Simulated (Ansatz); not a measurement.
## What spin–orbit coupling does to the bands of InAs

```
In As
1.0
     0.00000    3.02400    3.02400
     3.02400    0.00000    3.02400
     3.02400    3.02400    0.00000
In As
1 1
Direct
  0.00000 0.00000 0.00000
  0.75000 0.75000 0.75000
```

Atoms are numbered in the order listed.

The cell is COD entry 1537448, as deposited and not checked against the literature; nothing was relaxed. It is an old determination, and later ones may differ.

Levels of theory: DFT, PBE, all-electron LAPW, scalar-relativistic (Ansatz 0.2.0); DFT, PBE, all-electron LAPW, Dirac equation with spin-orbit coupling (Ansatz 0.2.0).

Settings: a Γ-centred 10×10×10 k mesh, Fermi–Dirac smearing of 0.08 eV, basis error target 0.5 meV/atom, no spin polarisation.

Levels between -4 and 3 eV, each run counted from its own valence-band top where it has a gap, else its Fermi level. Scalar levels are listed once for both spins; with the coupling every spinor state is counted. Levels near the edges of the range can cross them.

(1) At Γ (0.000, 0.000, 0.000) the scalar-relativistic levels are -0.37, -0.17 (×3). What are they with spin–orbit coupling?

(2) At K (-0.375, 0.000, 0.375) the scalar-relativistic levels are -3.43, -2.11, 1.95. What are they with spin–orbit coupling?

(3) At X (-0.500, -0.500, 0.000) the scalar-relativistic levels are -2.48 (×2), 1.39, 1.90. What are they with spin–orbit coupling?

## Answers

(1) -0.46 (×2), -0.42 (×2), -0.11 (×4).

(2) -3.50, -3.49, -2.17, -2.17, 1.90 (×2).

(3) -2.55 (×2), -2.54 (×2), 1.33 (×2), 1.85 (×2).
